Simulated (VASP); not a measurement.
# MnS under changes of volume

One of the cells (18.021 Å³/atom); the others are scaled copies at fixed shape and fractional positions:

```
Mn S
1.0
     0.00000    2.62175    2.62175
     2.62175    0.00000    2.62175
     2.62175    2.62175    0.00000
Mn S
1 1
Cartesian
  0.0000 0.0000 0.0000
  2.6217 2.6217 2.6217
```

| Property | Result |
| --- | --- |
| Program | VASP 6.6.1 |
| Functional | PBEsol |
| Potentials or basis | VASP PAW PBE potentials, release 64 (Mn_pv, S) |
| Cutoff | 520 eV |
| k mesh | 9 × 9 × 9 |
| Occupations | fermi-dirac, width 0.05 eV |
| Spin | collinear spin, ferromagnetic start |
| Starting moments | [4.0, 0.0] μB |

```tsv
volume (Å³/atom)	energy over the lowest point (meV/atom)	pressure (GPa)	moment (μB per cell)
16.607	0.00	-4.6	4.50
16.961	10.75	-5.4	4.58
17.314	23.26	-6.3	4.64
18.021	54.34	-8.0	4.73
18.374	72.55	-8.7	4.77
18.727	?	?	?
```

Problem. What does the run at 18.727 Å³/atom give?

Solution. Energy over the lowest point 92.31 meV/atom; pressure -9.4 GPa; moment 4.81 μB per cell.

Worked out: A Birch-Murnaghan fit of order 3 (a polynomial in V^(-2/3)) to the other rows has no minimum within the range. It gives 92.58 meV/atom at 18.727 Å³/atom, against the run's 92.31, and -dE/dV = -9.5 GPa, against -9.4. A parabola through the other rows of the moment, of slope 0.0477 μB per Å³/atom there, extrapolates to 4.79 μB, against the run's 4.81.

Energies are extrapolated to zero smearing.

Caveats: the PAW data sets were made with another functional, which shifts forces and pressure a little; a cell with one magnetic atom can't hold antiferromagnetic order, which such compounds often take.
